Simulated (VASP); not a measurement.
Here is a VASP 6.6.1 calculation.

The input INCAR:

```
ALGO     = Fast           # electronic algorithm
EDIFF    = 1E-7           # SCF threshold, eV
ENCUT    = 520            # plane-wave cutoff, eV
GGA      = PE             # functional
ISIF     = 2              # what is computed and relaxed
ISMEAR   = -1             # smearing method
IVDW     = 12             # dispersion correction
LASPH    = T              # aspherical terms in the spheres
LCHARG   = T              # write CHGCAR
LELF     = T              # ELF
LREAL    = Auto         
LVHAR    = T            
LWAVE    = F              # write WAVECAR
NBANDS   = 60             # bands
NELM     = 100            # most SCF steps
PREC     = Accurate       # precision mode
SIGMA    = 0.02           # smearing width, eV
```

Contents of KPOINTS:

```
k-points
0
Gamma
  1 1 1
```

Contents of POSCAR:

```
H20CO9
1.0
    7.3625330000      0.0000000000      0.0000000000
    0.0000000000      7.3625330000      0.0000000000
    0.0000000000      0.0000000000      7.3625330000
O H C
9 20 1
Direct
    0.6787881290      0.3383618111      0.9440772625
    0.5889684977      0.2716184770      0.5568599828
    0.1603795868      0.9311469300      0.9163150780
    0.4903339652      0.6155490237      0.3966569657
    1.1138693708     -0.1492828623      0.2912448746
    0.0166790424      0.6639970239      0.6800784458
    0.4588773999      0.0590285979      0.1621996126
    1.0961444927      0.2456763182      0.6934434114
    0.2448885458      0.4296347466      0.1442166711
    0.6535658312      0.3016081558      0.8226788253
    0.7778708768      0.2689020205      0.9755474101
    0.5653353269      0.3999574603      0.5140893766
    0.5357123696      0.1834287194      0.4618655020
    0.2713060845      0.9665831039      0.9814421205
    0.1362438715      1.0489053156      0.8171780011
    0.3677946163      0.6034200458      0.3363516333
    0.4743883661      0.7389440563      0.4582526150
    1.0512957972     -0.0441967459      0.2627628290
    1.1158116371     -0.1933166208      0.1663829554
    0.0705871199      0.7312157378      0.7873241451
   -0.0865870482      0.7284992814      0.6377424726
    0.4341983934     -0.0656160047      0.2169905384
    0.5401673582      0.0426212012      0.0583630661
    1.1019984562      0.3789456699      0.7336062195
    0.9740126122      0.2350006445      0.6306389391
    0.0286721975      0.4737228342      0.3053432834
    0.3580697024      0.3583413480      0.1460774437
    0.0401220613      0.2563112451      0.2344981000
    0.2032045221      0.3395163051      0.4137570589
    0.1284476416      0.3640459065      0.2777169216
```

Potentials or basis: VASP PAW PBE potentials, release 64 (O, H, C).

Launch:

```bash
$ cat potpaw_PBE.64/O/POTCAR potpaw_PBE.64/H/POTCAR potpaw_PBE.64/C/POTCAR > POTCAR
$ mpirun -np 1 vasp_gam > vasp.out
```

What does it give for the largest force?

3.526 eV/Å.

What does it give for the band gap on the k mesh?

3.83 eV, direct.

Estimate the pressure.

-1.7 GPa.

Forces in eV/Å, atoms in the order of the input:
```
O   -2.148  1.564  0.437
O   -0.591 -0.623 -1.351
O   -0.610  2.535 -2.374
O   -1.337  2.078  0.359
O    1.242 -2.249  0.117
O    1.581 -0.647  1.405
O   -0.348 -1.511  0.632
O   -1.383  0.996 -0.023
O    1.269  0.275 -0.839
H   -0.526 -0.184 -1.552
H    2.609 -1.464  0.959
H   -0.073 -1.089 -0.048
H    0.824  1.820  1.379
H   -0.206  0.239 -0.150
H    0.630 -2.246  2.386
H    1.027 -0.237  0.260
H    0.303 -1.875 -0.559
H   -1.371  2.846  0.057
H    0.246 -0.687 -0.181
H   -0.592 -0.161 -1.101
H   -0.753  0.606 -0.212
H    0.311  1.482 -0.817
H    0.088  0.056  0.331
H   -0.284 -1.614 -0.525
H    1.415  0.344  0.779
H    0.328 -0.035  0.122
H   -0.407  0.069 -0.273
H   -0.064 -1.304 -0.289
H   -0.925 -0.214 -1.385
C   -0.255  1.230  2.456
```
